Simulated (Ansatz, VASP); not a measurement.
Given: the input of a run of VASP 6.6.1 on Ru.

INCAR

```
SYSTEM = Ru
ALGO = Normal ; EDIFF = 1E-6
ENCUT = 520 ; GGA = PE
ISIF = 2 ; ISMEAR = 0
LASPH = .True. ; LCHARG = .False.
LREAL = .False. ; LWAVE = .False.
NBANDS = 21 ; NELM = 100
PREC = Accurate ; SIGMA = 0.018000000000000002
```

The input KPOINTS:

```
k-points
0
Gamma
  11 11 6
  0 0 0
```

Contents of POSCAR:

```
Ru
1.0
    2.7058000000      0.0000000000      0.0000000000
   -1.3529000000      2.3432915376      0.0000000000
    0.0000000000      0.0000000000      4.2819000000
Ru
2
Direct
    0.6666666667      0.3333333333      0.7500000000
    0.3333333333      0.6666666667      0.2500000000
```

Potentials or basis: VASP PAW PBE potentials, release 64 (Ru_pv).

Launch:

```sh
$ cat potpaw_PBE.64/Ru_pv/POTCAR > POTCAR
$ mpirun -np 1 vasp_std > vasp.out
```

**Question.** Set up the same calculation for Ansatz 0.2.0. Potentials there: all-electron LAPW, scalar-relativistic.

**Answer.** As run (the cutoff follows the program's own potentials):

File input.yaml:

```yaml
crystal:
  lattice:
    - [2.7058, 0.0, 0.0]
    - [-1.3529, 2.3432915376, 0.0]
    - [0.0, 0.0, 4.2819]
  atoms:
    - { symbol: Ru, position: [0.6666666667, 0.3333333333, 0.75] }
    - { symbol: Ru, position: [0.3333333333, 0.6666666667, 0.25] }
kpoints:
  mp_grid: { grid: [11, 11, 6] }
scf:
  occupations: { method: gaussian, width: 0.018 }
hamiltonian:
  xc: pbe
  pseudopotentials: { kind: all_electron, lapw: { basis_error: 0.001 } }
output:
  forces: true
  stress: true
  eigenvalues: true
```

Potentials or basis: all-electron LAPW, scalar-relativistic.

The run is started by

```console
$ ansatz run input.yaml --threads 1 --pin off --max-ram 3072MiB --backend cpu --events-out ev --progress --plain --runs-dir out
```

Both were run:

|  | VASP | Ansatz | Ansatz less VASP |
| --- | --- | --- | --- |
| gap on the k mesh at the Fermi level (eV) | none | none | - |
| pressure (GPa) | 4.4 | 4.4 | +0.02 |
| largest component of the traceless stress (GPa) | 0.01 | 0.09 | +0.077 |

A gap of «none» marks a metal or a gap that the smearing closes. Ansatz ran all-electron here, so the differences hold the error of VASP's frozen core and of both bases.
